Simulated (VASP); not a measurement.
## Ti under changes of volume

One of the cells (17.360 Å³/atom); the others are scaled copies at fixed shape and fractional positions:

```
Ti
1.0
     4.59762    0.00000    0.00000
    -2.29881    3.98166    0.00000
     0.00000    0.00000    2.84496
Ti
3
Direct
  0.66667 0.33333 0.50000
  0.33333 0.66667 0.50000
  0.00000 0.00000 0.00000
```

This isn't the form of Ti at room conditions, which is hcp.

```yaml
Program: VASP 6.6.1
Functional: PBE
Potentials_or_basis: VASP PAW PBE potentials, release 64 (Ti_sv)
Cutoff: 520 eV
k_mesh: 7 × 7 × 9
Occupations: fermi-dirac, width 0.05 eV
Spin: no spin polarisation
```

```csv
volume (Å³/atom),energy over the lowest point (meV/atom),pressure (GPa)
15.999,?,?
16.339,11.90,5.6
16.679,2.77,2.9
17.360,0.00,-1.6
17.701,5.46,-3.6
18.041,14.96,-5.4
```

Q: What does the run at 15.999 Å³/atom give?

A: Energy over the lowest point 26.86 meV/atom; pressure 8.4 GPa.

Worked out: A Birch-Murnaghan fit of order 3 (a polynomial in V^(-2/3)) to the other rows has its minimum at 17.11 Å³/atom with B0 = V·E''(V) = 112 GPa and B' = 3.6 at fixed shape and positions, which overstates the stiffness. It gives 26.85 meV/atom at 15.999 Å³/atom, against the run's 26.86, and -dE/dV = 8.5 GPa, against 8.4.

Energies are extrapolated to zero smearing.
